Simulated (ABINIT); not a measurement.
# C (C2/m) in ABINIT: further runs, part 2 of 2

ABINIT 10.8.3 (patched build).

### 3 Band structure, PBEsol

run.abi

```
ndtset 2

pp_dirpath "./"
pseudos "C.GGA_PBE-JTH.xml"

acell 2.4564546488 2.4564546488 3.7645254158 Angstrom
rprim
     0.8660124494    -0.5000224370     0.0000000000
     0.8660124494     0.5000224370     0.0000000000
    -0.3663329314     0.0000000000     0.9304838437
ntypat 1
znucl 6
natom 2
typat 1 1
xred
     0.1666444700     0.1666444700     0.9999069600
     0.8333555300     0.8333555300     0.0000930400
chkprim 0
chksymtnons 0
tolsym 1.0e-6

ecut 19.0
pawecutdg 38.0
pawxcdev 0
pawovlp 30

ixc -116133

occopt 3
tsmear 0.00183747

nstep 100

iomode 3
prtwf 0
prteig 0
prtebands 0
enunit 1
prtden1 1

kptopt1 1
ngkpt1 13 13 8
nshiftk1 1
shiftk1 0.0 0.0 0.0
nband1 8
tolvrs1 1.0e-9

iscf2 -2
getden2 1
nband2 14
nbdbuf2 4
tolwfr2 1.0e-11
kptopt2 -3
ndivsm2 6
prteig2 1
prtvol2 -3
kptbounds2
     0.0000000000     0.0000000000     0.0000000000
     0.5000000000     0.5000000000    -1.0000000000
     0.5000000000     0.5000000000    -0.5000000000
     0.6935932999     0.3064067001    -0.5000000000
```

Potentials or basis: JTH PAW PBE v2.0.

Command:

```console
> abinit run.abi > log 2>&1
```

run.abo:

```text
.Version 10.8.3 of ABINIT
 DATASET    1 : space group C2/m (# 12); Bravais mC (1-face-center monocl.)
================================================================================
 Values of the parameters that define the memory need for DATASET  1.
     intxc =       0    ionmov =       0      iscf =      17    lmnmax =       8
     lnmax =       4     mgfft =      30  mpssoang =       2    mqgrid =    3001
     natom =       2  nloc_mem =       2    nspden =       1   nspinor =       1
    nsppol =       1      nsym =       4    n1xccc =       1    ntypat =       1
    occopt =       3   xclevel =       2
       mpw =         502          nfft =       12000          nkpt =         371
 PAW method is used; the additional fine FFT grid is defined by:
   mgfftf=        40    nfftf =     29160
================================================================================
================================================================================

 DATASET    2 : space group C2/m (# 12); Bravais mC (1-face-center monocl.)
================================================================================
 Values of the parameters that define the memory need for DATASET  2.
     intxc =       0    ionmov =       0      iscf =      -2    lmnmax =       8
     lnmax =       4     mgfft =      30  mpssoang =       2    mqgrid =    3001
     natom =       2  nloc_mem =       2    nspden =       1   nspinor =       1
    nsppol =       1      nsym =       4    n1xccc =       1    ntypat =       1
    occopt =       3   xclevel =       2
       mpw =         503          nfft =       12000          nkpt =          27
 PAW method is used; the additional fine FFT grid is defined by:
   mgfftf=        40    nfftf =     29160
================================================================================
================================================================================

--------------------------------------------------------------------------------
------------- Echo of variables that govern the present computation ------------
--------------------------------------------------------------------------------
 -outvars: echo values of preprocessed input variables --------
            acell      4.6420265269E+00  4.6420265269E+00  7.1139220299E+00 Bohr
              amu      1.20110000E+01
          chkprim           0
      chksymtnons           0
             ecut      1.90000000E+01 Hartree
           enunit           1
           getden1          0
           getden2          1
             iscf1         17
             iscf2         -2
              ixc     -116133
           jdtset        1    2
           kptopt1          1
           kptopt2         -3
         kptrlatt       13    0    0      0   13    0      0    0    8
          kptrlen1     5.69113762E+01
          kptrlen2     3.00000000E+01
            natom           2
            nband1          8
            nband2         14
           nbdbuf1          0
           nbdbuf2          4
           ndtset           2
           ndivsm1          0
           ndivsm2          6
            ngfft          20      20      30
          ngfftdg          27      27      40
             nkpt1        371
             nkpt2         27
            nstep         100
             nsym           4
           ntypat           1
           occopt           3
        pawecutdg      3.80000000E+01 Hartree
          pawovlp      3.0000000000E+01
         pawxcdev           0
        prtebands           0
           prteig1          0
           prteig2          1
           prtvol1          0
           prtvol2         -3
            prtwf           0
            rprim      8.6601244940E-01 -5.0002243700E-01  0.0000000000E+00
                       8.6601244940E-01  5.0002243700E-01  0.0000000000E+00
[... 397 lines left out ...]
  6.81E-12  1.62E-12  1.35E-12  5.04E-12  2.09E-12  4.91E-13  2.79E-12  1.66E-12
  1.65E-12  5.70E-12  7.12E-12  1.08E-11  1.59E-07  8.88E-07
 -3.1743E-01 -2.7128E-01 -2.1222E-01  1.2477E-01  2.0793E-01  5.5142E-01
  6.5475E-01  6.6225E-01  7.8820E-01  8.2258E-01  8.8810E-01  9.6531E-01
  1.0851E+00  1.1735E+00

--- !ResultsGS
iteration_state: {dtset: 2, }
comment   : Summary of ground state results
lattice_vectors:
- [  4.0200528,  -2.3211174,   0.0000000, ]
- [  4.0200528,   2.3211174,   0.0000000, ]
- [ -2.6060639,   0.0000000,   6.6193895, ]
lattice_lengths: [   4.64203,    4.64203,    7.11392, ]
lattice_angles: [108.497, 108.497,  60.003, ] # degrees, (23, 13, 12)
lattice_volume:   1.2353124E+02
convergence: {deltae:  0.000E+00, res2:  0.000E+00, residm:  9.900E-12, diffor:  0.000E+00, }
etotal    :  -1.14575862E+01
entropy   :   0.00000000E+00
fermie    :   1.71603580E-01
cartesian_stress_tensor: null
pressure_GPa: null
xred      :
- [  1.6664E-01,   1.6664E-01,   9.9991E-01,  C]
- [  8.3336E-01,   8.3336E-01,   9.3040E-05,  C]
cartesian_forces: null
force_length_stats: {min: null, max: null, mean: null, }
...

 Integrated electronic density in atomic spheres:
 ------------------------------------------------
 Atom  Sphere_radius  Integrated_density
    1        1.50737          2.74246006
    2        1.50737          2.74246006

================================================================================

 ----iterations are completed or convergence reached----

 Mean square residual over all n,k,spin=   32.515E-13; max=  98.999E-13
 reduced coordinates (array xred) for    2 atoms
       0.166644470000      0.166644470000      0.999906960000
       0.833355530000      0.833355530000      0.000093040000

 cartesian coordinates (angstrom) at end:
    1     -0.66992899201843     0.00000000000000     3.50250417528941
    2      3.54549997561322     0.00000000000000     0.00032590331051
 length scales=  4.642026526945  4.642026526945  7.113922029881 bohr
              =  2.456454648800  2.456454648800  3.764525415800 angstroms
 Eigenvalues (   eV  ) for nkpt=  27  k points:
 kpt#   1, nband= 14, wtk=  1.00000, kpt=  0.0000  0.0000  0.0000 (reduced coord)
 -15.05278   -2.25389    1.64109    1.64479    8.36546   13.01468   13.01706   16.14007
  17.55206   27.11202   28.63892   32.22892   32.33498   35.23044
 kpt#   2, nband= 14, wtk=  1.00000, kpt=  0.0385  0.0385 -0.0769 (reduced coord)
 -15.01181   -2.26410    1.49877    1.56415    8.52538   13.03872   13.16842   16.01443
  17.60969   27.22512   28.35849   31.73643   32.10532   35.14883
 kpt#   3, nband= 14, wtk=  1.00000, kpt=  0.0769  0.0769 -0.1538 (reduced coord)
 -14.88959   -2.28472    1.07939    1.34682    8.99319   13.08535   13.61519   15.65420
  17.78695   27.44984   27.71771   30.68294   31.78999   34.85151
 kpt#   4, nband= 14, wtk=  1.00000, kpt=  0.1154  0.1154 -0.2308 (reduced coord)
 -14.68826   -2.28987    0.43389    1.02314    9.73619   13.11708   14.31838   15.10033
  18.08797   26.61059   28.06004   29.67152   31.21169   34.67019
 kpt#   5, nband= 14, wtk=  1.00000, kpt=  0.1538  0.1538 -0.3077 (reduced coord)
 -14.41116   -2.24711   -0.37969    0.63376   10.70581   13.10282   14.40087   15.23232
  18.49835   25.62057   28.48036   28.80797   30.49016   33.96316
 kpt#   6, nband= 14, wtk=  1.00000, kpt=  0.1923  0.1923 -0.3846 (reduced coord)
 -14.06259   -2.12546   -1.30653    0.21598   11.82597   13.04185   13.60602   16.31215
[... 50 lines left out ...]
  -9.23358   -8.28682   -3.58664    3.08010    6.17159   14.84544   15.65175   17.19774
  19.27287   23.60595   27.50155   28.21384   29.43403   34.87724
 kpt#  24, nband= 14, wtk=  1.00000, kpt=  0.6106  0.3894 -0.5000 (reduced coord)
  -8.90770   -8.00241   -4.61478    3.53876    5.78307   15.21203   16.46857   17.50740
  18.72951   23.16445   26.27302   28.54411   29.39013   34.94304
 kpt#  25, nband= 14, wtk=  1.00000, kpt=  0.6383  0.3617 -0.5000 (reduced coord)
  -8.48972   -7.75198   -5.56921    4.12410    5.17629   14.88715   17.69447   18.33079
  18.44895   22.82883   25.17351   27.89081   29.53667   33.86485
 kpt#  26, nband= 14, wtk=  1.00000, kpt=  0.6659  0.3341 -0.5000 (reduced coord)
  -7.98061   -7.88949   -6.04053    4.36017    4.83233   14.81751   17.90640   18.24587
  20.00270   22.59347   24.40444   26.96832   29.66650   32.74913
 kpt#  27, nband= 14, wtk=  1.00000, kpt=  0.6936  0.3064 -0.5000 (reduced coord)
  -8.63758   -7.38182   -5.77469    3.39516    5.65815   15.00482   17.81657   18.02064
  21.44815   22.38367   24.16634   26.26738   29.52596   31.93157

== END DATASET(S) ==============================================================
================================================================================

 -outvars: echo values of variables after computation  --------
            acell      4.6420265269E+00  4.6420265269E+00  7.1139220299E+00 Bohr
           etotal1    -1.1457586238E+01
            fcart1    -1.1832413161E-04  3.6081161196E-21  7.4448031890E-05
                       1.1832413161E-04 -3.6081161196E-21 -7.4448031890E-05
            rprim      8.6601244940E-01 -5.0002243700E-01  0.0000000000E+00
                       8.6601244940E-01  5.0002243700E-01  0.0000000000E+00
                      -3.6633293140E-01  0.0000000000E+00  9.3048384370E-01
           strten1    -2.6479337967E-05 -2.4926425226E-05 -2.3353722416E-05
                       0.0000000000E+00  8.8206350551E-07  0.0000000000E+00
           xangst     -6.6992899202E-01  9.9820943439E-18  3.5025041753E+00
                       3.5454999756E+00  5.2408291641E-17  3.2590331051E-04
             xred      1.6664447000E-01  1.6664447000E-01  9.9990696000E-01
                       8.3335553000E-01  8.3335553000E-01  9.3040000000E-05
 Calculation completed.
```

Run time: 45 s. Hardware: 1 thread of Intel Xeon Platinum 8259CL at 2.50GHz (Skylake/Cascade Lake), shared host; peak memory 0.12 GiB.

What came out:

```yaml
Free_energy: -311.7768 eV
Pressure: 0.7 GPa
Largest_force: 0.007 eV/Å
Band_gap_along_the_path: 0.47 eV, direct
```

Forces on the atoms (eV/Å):
```
C   -0.006  0.000  0.004
C    0.006  0.000 -0.004
```

Levels at the corners of the path, in eV from the valence-band top:
```csv
point,band 2,band 3,band 4,band 5,band 6,band 7
Γ,-6.61,-2.72,-2.72,4.01,8.65,8.66
Y,-13.01,-6.17,-2.38,1.62,7.57,13.05
L,-13.06,-6.14,-1.87,2.15,7.86,11.86
I,-11.74,-10.13,-0.96,1.30,10.64,13.46
```

Caveat: the PAW data sets were made with another functional, which shifts forces and pressure a little; this functional lacks dispersion, which binds the layers, so the pressure and a relaxed spacing across them are unreliable; the atomic spheres overlap.

### 4 Band structure, r2SCAN

Changes to run.abi since step 3:

```diff
@@ -21,8 +21,9 @@
 
-ecut 19.0
-pawecutdg 38.0
-pawxcdev 0
+ecut 23.0
+pawecutdg 45.0
 pawovlp 30
 
-ixc -116133
+ixc -497498
+usekden 1
+pawxcdev 0
 
@@ -39,2 +40,3 @@
 prtden1 1
+prtkden1 1
 
@@ -45,3 +47,3 @@
 nband1 8
-tolvrs1 1.0e-9
+tolvrs1 1.0e-7
 
@@ -49,2 +51,3 @@
 getden2 1
+getkden2 1
 nband2 14
```

Command:

```console
> abinit run.abi > log 2>&1
```

It took 3.4 min on 1 thread of Intel Xeon Platinum 8259CL at 2.50GHz (Skylake/Cascade Lake), shared host; peak memory 0.15 GiB.

Results (log left out):

| Item | Value |
| --- | --- |
| Free energy | -303.3036 eV |
| Pressure | 0.9 GPa |
| Largest force | 0.111 eV/Å |
| Band gap along the path | 0.50 eV, direct |

Forces in eV/Å, atoms in the order of the input:
```
C   -0.076  0.000 -0.080
C    0.076  0.000  0.080
```

Stress tensor (GPa, compression positive):
```
 0.64  0.00 -0.01
 0.00  0.85  0.00
-0.01  0.00  1.24
```

Levels at the corners of the path, in eV from the valence-band top:
| point | band 1 | band 2 | band 3 | band 4 | band 5 | band 6 | band 7 | band 8 | band 9 |
| --- | --- | --- | --- | --- | --- | --- | --- | --- | --- |
| Γ | -20.67 | -6.95 | -2.98 | -2.98 | 4.02 | 8.99 | 8.99 | 12.62 | 13.48 |
| Y | -15.01 | -13.80 | -6.60 | -2.51 | 1.71 | 7.80 | 13.50 | 14.92 | 20.30 |
| L | -15.09 | -13.85 | -6.56 | -1.98 | 2.29 | 8.10 | 12.21 | 12.68 | 19.13 |
| I | -13.97 | -12.65 | -10.66 | -1.02 | 1.37 | 11.01 | 13.99 | 14.21 | 17.80 |

Caveat: totals of a meta-GGA on PAW files have another zero than those of a GGA; the PAW data sets were made with another functional, which shifts forces and pressure a little; the atomic spheres overlap.

### 5 Summary

| level | potentials or basis | cutoff (eV) | fine-grid cutoff | pressure (GPa) | largest force (eV/Å) |
| --- | --- | --- | --- | --- | --- |
| LDA | JTH PAW LDA v2.0 | 517 | 1034.03 eV | -4.4 | - |
| PBEsol | JTH PAW PBE v2.0 | 517 | 1034.03 eV | 0.7 | 0.01 |
| r2SCAN | JTH PAW PBE v2.0 | 626 | 1224.51 eV | 0.9 | 0.11 |

Alike in all rows: task band structure; no spin polarisation; cell as given; k mesh 13 × 13 × 8; smearing fermi-dirac 0.05 eV.

Caveats: the atomic spheres overlap; the PAW data sets were made with another functional, which shifts forces and pressure a little (some runs); this functional lacks dispersion, which binds the layers, so the pressure and a relaxed spacing across them are unreliable (some runs); totals of a meta-GGA on PAW files have another zero than those of a GGA (some runs).

Absolute energies hang on the potentials; compare differences alone.
